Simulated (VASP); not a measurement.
# CdTe in VASP: one cell, several levels of theory

Zincblende CdTe, under +2.0 % strain along z alone is computed at one geometry. Runs: PBE, r2SCAN. The results are then set beside those of Ansatz 0.2.0 for the same cell.

The runs shown are made with VASP 6.6.1. PAW datasets, plane waves. The values are computed, spin-unpolarised, and not measurements.

**1. The structure to begin with**

The cell comes from an earlier relaxation with r2SCAN in another program, then strained, with the atoms relaxed again.

The symmetry is I-4m2 (No. 119, tetragonal); conventional cell a = 4.639 Å, c = 6.691 Å, 35.99 Å³ an atom. Cd has 4 Te at 2.86 Å; Te has 4 Cd at 2.86 Å.

Structure file:

```cif
data_structure
_symmetry_space_group_name_H-M 'P 1'
_symmetry_Int_Tables_number 1
_cell_length_a 4.6852
_cell_length_b 4.6852
_cell_length_c 4.6386
_cell_angle_alpha 60.329
_cell_angle_beta 60.329
_cell_angle_gamma 59.343
_cell_volume 71.98
loop_
_atom_site_label
_atom_site_type_symbol
_atom_site_fract_x
_atom_site_fract_y
_atom_site_fract_z
_atom_site_occupancy
Cd1 Cd 0.00000 0.00000 0.00000 1
Te1 Te 0.25000 0.25000 0.25000 1
```

**2. PBE at this geometry**

Input file INCAR:

```
ENCUT = 520.000000
SIGMA = 0.020000
EDIFF = 1.00e-07
GGA = PE
PREC = Accurate
IBRION = -1
ISIF = 2
ISMEAR = -1
NBANDS = 16
NELM = 120
NSW = 0
LASPH = .TRUE.
LCHARG = .FALSE.
LWAVE = .FALSE.
LREAL = .FALSE.
```

Input file KPOINTS:

```
KPOINTS created by Atomic Simulation Environment
0
Gamma
6 6 6
0 0 0
```

Input file KPOINTS_OPT:

```
special points
6
Reciprocal
0.0000000000 0.0000000000 0.0000000000 1
-0.5000000000 -0.5000000000 0.0000000000 1
-0.3750000000 -0.3750000000 0.2500000000 1
-0.3750000000 0.0000000000 0.3750000000 1
0.0000000000 0.0000000000 0.5000000000 1
-0.5000000000 -0.2500000000 0.2500000000 1
```

Input file POSCAR:

```
Cd Te
 1.0000000000000000
     0.0000000000000000    3.2799551162000000    3.3455542184999998
     3.2799551162000000    0.0000000000000000    3.3455542184999998
     3.2799551162000000    3.2799551162000000    0.0000000000000000
 Cd  Te
   1   1
Cartesian
  0.0000000000000000  0.0000000000000000  0.0000000000000000
  1.6399775581000000  1.6399775581000000  1.6727771092499999
```

Potentials: the recommended PBE PAW datasets, 18 valence electrons in the neutral cell.

The run is started by

```
$ mpirun -np 1 vasp_std
```

Printed to the terminal (iteration lines stand in OSZICAR):

```text
POSCAR found type information on POSCAR CdTe
 POSCAR found :  2 types and       2 ions
 LDA part: xc-table for (Slater+PW92), standard interpolation
 POSCAR, INCAR and KPOINTS ok, starting setup
 FFT: planning ... GRIDC
 FFT: planning ... GRID_SOFT
 FFT: planning ... GRID
 WAVECAR not read
 entering main loop
 Start KPOINTS_OPT (optional k-point list driver)
k-point batch [1-6\6]
```

OSZICAR:

```text
N       E                     dE             d eps       ncg     rms          rms(c)
DAV:   1     0.102454567968E+03    0.10245E+03   -0.82613E+03   960   0.971E+02
DAV:   2    -0.121390888810E+01   -0.10367E+03   -0.99112E+02  1160   0.235E+02
DAV:   3    -0.500401343285E+01   -0.37901E+01   -0.37836E+01  1200   0.470E+01
DAV:   4    -0.504109035850E+01   -0.37077E-01   -0.37075E-01  1472   0.405E+00
DAV:   5    -0.504119940545E+01   -0.10905E-03   -0.10905E-03  1264   0.195E-01    0.499E+00
DAV:   6    -0.481920384554E+01    0.22200E+00   -0.37609E-01  1120   0.702E+00    0.418E+00
DAV:   7    -0.480389486865E+01    0.15309E-01   -0.10252E-01  1112   0.204E+00    0.164E+00
DAV:   8    -0.480487921475E+01   -0.98435E-03   -0.10005E-02  1104   0.111E+00    0.449E-01
DAV:   9    -0.480523644948E+01   -0.35723E-03   -0.97341E-04  1128   0.311E-01    0.983E-02
DAV:  10    -0.480529488368E+01   -0.58434E-04   -0.10982E-04  1264   0.100E-01    0.554E-02
DAV:  11    -0.480533745976E+01   -0.42576E-04   -0.82860E-05  1120   0.539E-02    0.376E-02
DAV:  12    -0.480533652846E+01    0.93131E-06   -0.32043E-06  1208   0.131E-02    0.218E-02
DAV:  13    -0.480533635514E+01    0.17331E-06   -0.71587E-07  1240   0.385E-03    0.122E-02
DAV:  14    -0.480533646702E+01   -0.11188E-06   -0.75633E-07  1184   0.468E-03    0.647E-03
DAV:  15    -0.480533650048E+01   -0.33463E-07   -0.58144E-08  1032   0.203E-03
   1 F= -.48053365E+01 E0= -.48053365E+01  d E =-.434067E-08
       N       E                     dE             ncg
DAV:   1     0.109340664505E+04   -0.25909E+04      192
DAV:   2     0.490870757029E+03   -0.60254E+03      232
DAV:   3     0.470053405691E+03   -0.20817E+02      240
DAV:   4     0.469854766059E+03   -0.19864E+00      312
DAV:   5     0.469854306715E+03   -0.45934E-03      240
DAV:   6     0.469854296660E+03   -0.10055E-04      312
DAV:   7     0.469854296497E+03   -0.16331E-06      224
DAV:   8     0.469854296492E+03   -0.51423E-08      224
```

The lines after F= are the extra pass for the points of KPOINTS_OPT, at fixed density; their E is not a total energy.

From OUTCAR:

```text
k-points           NKPTS =     30   k-points in BZ     NKDIM =     30   number of bands    NBANDS=     16

   NELECT =      18.0000    total number of electrons

   dimension x,y,z NGX =    36 NGY =   36 NGZ =   36
   dimension x,y,z NGXF=    72 NGYF=   72 NGZF=   72

  energy-cutoff  :      520.00
  volume of cell :       71.98
      direct lattice vectors                 reciprocal lattice vectors
     0.000000000  3.279955116  3.345554218    -0.152441110  0.152441110  0.149452069
     3.279955116  0.000000000  3.345554218     0.152441110 -0.152441110  0.149452069
     3.279955116  3.279955116  0.000000000     0.152441110  0.152441110 -0.149452069

 k-points in reciprocal lattice and weights: KPOINTS created by Atomic Simulation Env
   0.00000000  0.00000000  0.00000000       0.005
   0.16666667  0.00000000  0.00000000       0.037
   0.33333333  0.00000000  0.00000000       0.037
   0.50000000 -0.00000000  0.00000000       0.019
   0.16666667  0.16666667  0.00000000       0.009
   0.33333333  0.16666667  0.00000000       0.037
   0.50000000  0.16666667  0.00000000       0.037
  -0.33333333  0.16666667  0.00000000       0.037
[... 22 more k-points ...]

 E-fermi :   2.1745

 k-point     1 :       0.0000    0.0000    0.0000
  band No.  band energies     occupation
      1      -9.0094      2.00000
      2      -6.2590      2.00000
      3      -6.2541      2.00000
      4      -6.2541      2.00000
      5      -6.0359      2.00000
      6      -6.0343      2.00000
      7       1.8145      2.00000
      8       1.8785      2.00000
      9       1.8785      2.00000
     10       2.4565      0.00000
     11       6.4904      0.00000
     12       6.4904      0.00000
     13       6.4973      0.00000
     14       9.2420      0.00000
     15      10.9734      0.00000
     16      11.2469      0.00000

 k-point     2 :       0.1667    0.0000    0.0000
  band No.  band energies     occupation
      1      -8.9222      2.00000
      2      -6.2418      2.00000
      3      -6.2383      2.00000
      4      -6.1781      2.00000
      5      -6.0361      2.00000
      6      -6.0357      2.00000
      7       0.1881      2.00000
      8       1.6264      2.00000
      9       1.6832      2.00000
     10       3.5760      0.00000
     11       6.5469      0.00000
     12       6.8093      0.00000
     13       6.8120      0.00000
     14      10.1554      0.00000
     15      10.2987      0.00000
     16      10.3766      0.00000

 k-point     3 :       0.3333    0.0000    0.0000
  band No.  band energies     occupation
      1      -8.7485      2.00000
      2      -6.2149      2.00000
      3      -6.2108      2.00000
      4      -6.0336      2.00000
      5      -6.0318      2.00000
      6      -5.9307      2.00000
      7      -1.5067      2.00000
      8       1.2716      2.00000
      9       1.3523      2.00000
     10       3.7101      0.00000
     11       7.0422      0.00000
     12       7.1264      0.00000
     13       7.9709      0.00000
     14       9.9225      0.00000
     15      10.6693      0.00000
     16      10.6873      0.00000

 k-point     4 :       0.5000   -0.0000    0.0000
  band No.  band energies     occupation
      1      -8.6637      2.00000
      2      -6.2045      2.00000
      3      -6.1998      2.00000
      4      -6.0293      2.00000
      5      -6.0256      2.00000
      6      -5.7259      2.00000
      7      -2.2586      2.00000
      8       1.1164      2.00000
      9       1.2077      2.00000
     10       3.6142      0.00000
     11       7.0114      0.00000
     12       7.1162      0.00000
     13       8.8789      0.00000
     14      10.3117      0.00000
     15      11.9707      0.00000
     16      12.0790      0.00000

 k-point     5 :       0.1667    0.1667    0.0000
  band No.  band energies     occupation
      1      -8.8956      2.00000
      2      -6.2225      2.00000
      3      -6.2225      2.00000
      4      -6.1789      2.00000
      5      -6.0439      2.00000
      6      -6.0284      2.00000
      7       0.1203      2.00000
      8       1.3503      2.00000
      9       1.3503      2.00000
     10       4.1585      0.00000
     11       5.6753      0.00000
     12       7.3695      0.00000
     13       7.3695      0.00000
     14       8.9632      0.00000
     15      10.8445      0.00000
     16      11.4750      0.00000

[... the tables of k-points 6 to 30 left out ...]

  Total        0.2087092      0.2087092      0.0584397      0.0000000     -0.0000000      0.0000000
  in kB        4.6453495      4.6453495      1.3007221      0.0000000     -0.0000000      0.0000000
  external PRESSURE =       3.5304737 kB  Pullay stress =       0.0000000 kB

 POSITION                                       TOTAL-FORCE (eV/Angst)
 -----------------------------------------------------------------------------------
      0.00000      0.00000      0.00000         0.000000      0.000000      0.000000
      1.63998      1.63998      1.67278        -0.000000     -0.000000     -0.000000
 -----------------------------------------------------------------------------------
    total drift:                               -0.000000     -0.000000     -0.000001

  FREE ENERGIE OF THE ION-ELECTRON SYSTEM (eV)
  ---------------------------------------------------
  free  energy   TOTEN  =        -4.8053365005 eV

  energy  without entropy=       -4.8053364961  energy(sigma->0) =       -4.80533650
```

Hardware: 1 MPI rank of Intel Xeon Platinum 8488C, shared host.

The levels at the points of KPOINTS_OPT are read from vasprun.xml.

Levels at the named points, in eV from the top of band v (v: the last filled band by count, c: the next):

| point | v−1 | v | c | c+1 |
| --- | --- | --- | --- | --- |
| Γ | 0.00 | 0.00 | 0.58 | 4.61 |
| X | -1.65 | -1.65 | 2.74 | 2.75 |
| U | -2.33 | -1.36 | 2.97 | 4.50 |
| K | -2.33 | -1.44 | 2.86 | 4.38 |
| L | -0.76 | -0.67 | 1.74 | 5.13 |
| W | -2.12 | -1.99 | 4.07 | 4.70 |

PBE gives a direct gap of 0.58 eV at Γ. The pressure is 0.35 GPa; the forces vanish within 0.01 eV/Å.

**3. r2SCAN at this geometry**

Input file INCAR:

```
ENCUT = 520.000000
SIGMA = 0.010000
EDIFF = 1.00e-07
ALGO = Normal
METAGGA = R2SCAN
PREC = Accurate
IBRION = -1
ISIF = 2
ISMEAR = 0
NBANDS = 16
NELM = 120
NSW = 0
LASPH = .TRUE.
LCHARG = .TRUE.
LELF = .TRUE.
LWAVE = .FALSE.
LREAL = .FALSE.
```

KPOINTS is that of step 2.

KPOINTS_OPT is that of step 2.

POSCAR is that of step 2.

The run is started by

```
$ mpirun -np 1 vasp_std
```

Printed to the terminal (iteration lines stand in OSZICAR):

```text
POSCAR found type information on POSCAR CdTe
 POSCAR found :  2 types and       2 ions
 -----------------------------------------------------------------------------
|                                                                             |
|                                                                             |
|     You enforced a specific xc type in the INCAR file but a different       |
|     I HOPE YOU KNOW WHAT YOU ARE DOING!                                     |
|                                                                             |
 -----------------------------------------------------------------------------

 LDA part: xc-table for (None), standard interpolation
 POSCAR, INCAR and KPOINTS ok, starting setup
 FFT: planning ... GRIDC
 FFT: planning ... GRID_SOFT
 FFT: planning ... GRID
 WAVECAR not read
 entering main loop
 Start KPOINTS_OPT (optional k-point list driver)
k-point batch [1-6\6]
```

OSZICAR:

```text
N       E                     dE             d eps       ncg     rms          rms(c)
DAV:   1     0.589847346462E+02    0.58985E+02   -0.83841E+03   960   0.991E+02
DAV:   2    -0.473241689683E+02   -0.10631E+03   -0.10147E+03  1168   0.239E+02
DAV:   3    -0.511954628329E+02   -0.38713E+01   -0.38663E+01  1200   0.481E+01
DAV:   4    -0.512257460098E+02   -0.30283E-01   -0.30282E-01  1456   0.390E+00
DAV:   5    -0.512259035559E+02   -0.15755E-03   -0.15755E-03  1256   0.202E-01    0.488E+00
DAV:   6    -0.466531173339E+02    0.45728E+01   -0.29038E+00  1008   0.208E+01    0.646E+00
DAV:   7    -0.466221737098E+02    0.30944E-01   -0.11202E-01  1208   0.352E+00    0.429E+00
DAV:   8    -0.466339895768E+02   -0.11816E-01   -0.82352E-02  1136   0.295E+00    0.881E-01
DAV:   9    -0.466377866460E+02   -0.37971E-02   -0.74659E-03  1296   0.664E-01    0.349E-01
DAV:  10    -0.466375557330E+02    0.23091E-03   -0.20909E-03  1096   0.484E-01    0.635E-02
DAV:  11    -0.466375509047E+02    0.48283E-05   -0.10910E-04  1288   0.137E-01    0.441E-02
DAV:  12    -0.466375672650E+02   -0.16360E-04   -0.67279E-05  1160   0.997E-02    0.246E-02
DAV:  13    -0.466375617864E+02    0.54786E-05   -0.15428E-05  1192   0.503E-02    0.773E-03
DAV:  14    -0.466375620661E+02   -0.27973E-06   -0.37872E-07  1192   0.520E-03    0.589E-03
DAV:  15    -0.466375618263E+02    0.23982E-06   -0.83975E-08   776   0.374E-03    0.322E-03
DAV:  16    -0.466375618634E+02   -0.37106E-07   -0.10055E-07   808   0.372E-03
   1 F= -.46637562E+02 E0= -.46637562E+02  d E =-.732932E-61
       N       E                     dE             ncg
DAV:   1     0.106510640425E+04   -0.26192E+04      192
DAV:   2     0.443747072621E+03   -0.62136E+03      232
DAV:   3     0.422442878066E+03   -0.21304E+02      240
DAV:   4     0.422268646858E+03   -0.17423E+00      304
DAV:   5     0.422268259034E+03   -0.38782E-03      240
DAV:   6     0.422268250314E+03   -0.87203E-05      304
DAV:   7     0.422268250150E+03   -0.16368E-06      232
DAV:   8     0.422268250144E+03   -0.59977E-08      224
```

Parts of OUTCAR:

```text
k-points           NKPTS =     30   k-points in BZ     NKDIM =     30   number of bands    NBANDS=     16

   NELECT =      18.0000    total number of electrons

   dimension x,y,z NGX =    36 NGY =   36 NGZ =   36
   dimension x,y,z NGXF=    72 NGYF=   72 NGZF=   72

  energy-cutoff  :      520.00
  volume of cell :       71.98
      direct lattice vectors                 reciprocal lattice vectors
     0.000000000  3.279955116  3.345554218    -0.152441110  0.152441110  0.149452069
     3.279955116  0.000000000  3.345554218     0.152441110 -0.152441110  0.149452069
     3.279955116  3.279955116  0.000000000     0.152441110  0.152441110 -0.149452069

 k-points in reciprocal lattice and weights: KPOINTS created by Atomic Simulation Env
   0.00000000  0.00000000  0.00000000       0.005
   0.16666667  0.00000000  0.00000000       0.037
   0.33333333  0.00000000  0.00000000       0.037
   0.50000000 -0.00000000  0.00000000       0.019
   0.16666667  0.16666667  0.00000000       0.009
   0.33333333  0.16666667  0.00000000       0.037
   0.50000000  0.16666667  0.00000000       0.037
  -0.33333333  0.16666667  0.00000000       0.037
[... 22 more k-points ...]

 E-fermi :   1.7426

 k-point     1 :       0.0000    0.0000    0.0000
  band No.  band energies     occupation
      1      -9.6017      2.00000
      2      -6.7858      2.00000
      3      -6.7808      2.00000
      4      -6.7808      2.00000
      5      -6.5414      2.00000
      6      -6.5404      2.00000
      7       1.5620      2.00000
      8       1.6281      2.00000
      9       1.6281      2.00000
     10       2.6939      0.00000
     11       6.6700      0.00000
     12       6.6700      0.00000
     13       6.6798      0.00000
     14       9.4296      0.00000
     15      11.1914      0.00000
     16      11.4736      0.00000

 k-point     2 :       0.1667    0.0000    0.0000
  band No.  band energies     occupation
      1      -9.5113      2.00000
      2      -6.7676      2.00000
      3      -6.7640      2.00000
      4      -6.6979      2.00000
      5      -6.5417      2.00000
      6      -6.5415      2.00000
      7      -0.0015      2.00000
      8       1.3721      2.00000
      9       1.4306      2.00000
     10       3.7404      0.00000
     11       6.6945      0.00000
     12       6.9972      0.00000
     13       7.0004      0.00000
     14      10.3492      0.00000
     15      10.5137      0.00000
     16      10.5684      0.00000

 k-point     3 :       0.3333    0.0000    0.0000
  band No.  band energies     occupation
      1      -9.3320      2.00000
      2      -6.7385      2.00000
      3      -6.7342      2.00000
      4      -6.5395      2.00000
      5      -6.5372      2.00000
      6      -6.4307      2.00000
      7      -1.7780      2.00000
      8       1.0094      2.00000
      9       1.0929      2.00000
     10       3.8733      0.00000
     11       7.2093      0.00000
     12       7.2998      0.00000
     13       8.1380      0.00000
     14      10.0840      0.00000
     15      10.9001      0.00000
     16      10.9260      0.00000

 k-point     4 :       0.5000   -0.0000    0.0000
  band No.  band energies     occupation
      1      -9.2448      2.00000
      2      -6.7269      2.00000
      3      -6.7220      2.00000
      4      -6.5353      2.00000
      5      -6.5310      2.00000
      6      -6.2104      2.00000
      7      -2.5699      2.00000
      8       0.8500      2.00000
      9       0.9443      2.00000
     10       3.7692      0.00000
     11       7.1592      0.00000
     12       7.2698      0.00000
     13       8.9580      0.00000
     14      10.6111      0.00000
     15      12.2905      0.00000
     16      12.4081      0.00000

 k-point     5 :       0.1667    0.1667    0.0000
  band No.  band energies     occupation
      1      -9.4838      2.00000
      2      -6.7471      2.00000
      3      -6.7471      2.00000
      4      -6.6981      2.00000
      5      -6.5494      2.00000
      6      -6.5341      2.00000
      7      -0.0507      2.00000
      8       1.0924      2.00000
      9       1.0924      2.00000
     10       4.3062      0.00000
     11       5.7971      0.00000
     12       7.5796      0.00000
     13       7.5796      0.00000
     14       9.0924      0.00000
     15      11.1060      0.00000
     16      11.7134      0.00000

[... the tables of k-points 6 to 30 left out ...]

  Total       -0.2624357     -0.2624357     -0.4243829      0.0000000     -0.0000000     -0.0000000
  in kB       -5.8411674     -5.8411674     -9.4457101      0.0000000     -0.0000000     -0.0000000
  external PRESSURE =      -7.0426817 kB  Pullay stress =       0.0000000 kB

 POSITION                                       TOTAL-FORCE (eV/Angst)
 -----------------------------------------------------------------------------------
      0.00000      0.00000      0.00000         0.000000      0.000000      0.000000
      1.63998      1.63998      1.67278        -0.000000     -0.000000     -0.000000
 -----------------------------------------------------------------------------------
    total drift:                               -0.000001     -0.000001     -0.000000

  FREE ENERGIE OF THE ION-ELECTRON SYSTEM (eV)
  ---------------------------------------------------
  free  energy   TOTEN  =       -46.6375618634 eV

  energy  without entropy=      -46.6375618634  energy(sigma->0) =      -46.63756186
```

Hardware: 1 MPI rank of Intel Xeon Platinum 8488C, shared host.

The levels at the points of KPOINTS_OPT are read from vasprun.xml.

Band energies at the special points (eV, zero at the top of v, the last band that the electrons fill by count):

| point | v−1 | v | c | c+1 |
| --- | --- | --- | --- | --- |
| Γ | 0.00 | 0.00 | 1.07 | 5.04 |
| X | -1.69 | -1.69 | 3.02 | 3.06 |
| U | -2.39 | -1.39 | 3.30 | 4.85 |
| K | -2.39 | -1.47 | 3.18 | 4.73 |
| L | -0.78 | -0.68 | 2.14 | 5.53 |
| W | -2.18 | -2.04 | 4.49 | 4.96 |

r2SCAN gives a direct gap of 1.07 eV at Γ. The pressure is -0.70 GPa; the forces vanish within 0.01 eV/Å.

The maps below are laid out on this run's own conventional cell (a, b, c = 4.639, 4.639, 6.691 Å).

Density in a lattice plane of the grid's cell (edges 4.64 and 6.69 Å, at 0.000 of the third edge), which holds Cd and Te.

Ten even steps from '0' (-0.49 e/Å³) to '9' (9.97 e/Å³):
```
6521000000000125
2210000000000012
0000000000000000
0000000000000000
0000000000000000
0000000000000000
0000000000000000
0000000000000000
0000000000000000
0000000000000000
0000000000000000
0000000000000000
0000000000000000
0000000000000000
0000000000000000
0000000000000000
0000001000100000
2210000000000012
6521000000000125
9731000000000137
```
Columns run along the first of these edges and rows up along the second, over one cell in 16 and 20 even steps from the bottom left corner. Atoms in the plane (fractional): Cd at (0.00, 0.00), Te at (0.50, 0.25).

ELF in the same plane.

Ten even steps from ' ' (0.00) to '@' (0.87):
```
    ::--::....::::::....::--::  
..::--::....          ....::--::
::::::....              ....::::
........                  ......
......                      ....
                                
                                
                                
            ..::::::..          
        ..--++******++--..      
      ::==**%%%%%%%%%%**==::    
    ..==##%%@@@@@@@@@@%%##==..  
    --**%%@@@@@@@@@@@@@@%%**--  
  ..==##@@@@@@##**##@@@@@@##==..
....==%%@@@@%%**==**%%@@@@%%==..
....--**@@@@@@##**##@@@@@@**--..
::::..--%%@@@@@@@@@@@@@@%%--..::
..::::::==%%@@@@@@@@@@%%==::::::
    ..::::++##%%%%%%##++::::..  
..  ..::..::==++**++==::..::..  
```
Columns run along the first of these edges and rows up along the second, over one cell in 16 and 20 even steps from the bottom left corner. Atoms in the plane (fractional): Cd at (0.00, 0.00), Te at (0.50, 0.25).

Both are smooth fields of the valence electrons: close to the nuclei they are not physical.

Outside the cores ELF peaks at 0.88 in the shell around Te, 1.0 Å from Te.

**4. Summary**

```
 level  gap (eV)  pressure (GPa)  Ansatz: gap (eV)  Ansatz: pressure (GPa)
   PBE      0.58            0.35              0.58                    0.25
r2SCAN      1.07           -0.70              1.07                   -0.79
```

What this shows: The gap spans 0.58 eV (PBE) to 1.07 eV (r2SCAN). Spin-orbit coupling is left out, though the cell holds Te (Z = 52); in an element this heavy it can shift bands and gaps by tenths of an eV. The pressure is highest with PBE (0.4 GPa) and lowest with r2SCAN (-0.7 GPa), which orders the cells that they would relax to. The two programs agree on the gap within 0.02 eV, far less than the spread between functionals. Datasets and cutoffs are each program's own. VASP's cell holds 18 valence electrons and Ansatz's 36.
